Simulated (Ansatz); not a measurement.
The system is CoO.

```
CELL_PARAMETERS angstrom
2.57053 0.00000 0.00000
0.00000 2.57053 0.00000
0.00000 0.00000 2.57053
ATOMIC_POSITIONS crystal
Co 0.00000 0.00000 0.00000
O 0.50000 0.50000 0.50000
```

Measurements of this composition are mostly on another form, of space group No. 225.

| Quantity | Value |
| --- | --- |
| Program | Ansatz 0.2.0 |
| Task | single point |
| Functional | PBE |
| Potentials or basis | all-electron LAPW, scalar-relativistic |
| Cutoff | 327 eV (chosen from the basis error) |
| Basis error allowed | 0.001 eV/atom |
| k mesh | 10 × 10 × 10 |
| Occupations | fermi-dirac, width 0.05 eV |
| Spin | collinear spin, ferromagnetic start |
| Starting moments | [2.0, 0.0] μB |

On this cell: pressure 11.6 GPa; largest force zero by symmetry; net moment 3.00 μB per cell; site moments Co +2.53; O +0.48 μB; band gap on the k mesh none (metal or under the smearing width).

The same run follows on a disturbed copy (atoms moved at random, drawn with an rms of 0.05 Å):

```xyz
2
Lattice="2.5705 0.0000 0.0000 0.0000 2.5705 0.0000 0.0000 0.0000 2.5705" Properties=species:S:1:pos:R:3 pbc="T T T"
Co    0.0329    0.0070   -0.0094
O     1.2438    1.2911    1.2862
```

Q: What changes?

A: The energy (extrapolated to zero smearing) moves by +0.3 meV/atom; pressure 12.1 GPa; largest force 0.020 eV/Å; net moment 3.00 μB per cell; site moments Co +2.53; O +0.47 μB; band gap on the k mesh none (metal or under the smearing width).

Forces on the atoms (eV/Å):
```
Co  -0.020  0.000  0.004
O    0.020  0.000 -0.004
```

Stress tensor (GPa, compression positive):
```
12.03  0.02 -0.13
 0.02 12.13  0.00
-0.13  0.00 12.13
```

Caveats: a cell with one magnetic atom can't hold antiferromagnetic order, which such compounds often take; semilocal functionals often make such compounds metallic where correlation or magnetic order opens a gap, which also shifts bond lengths.
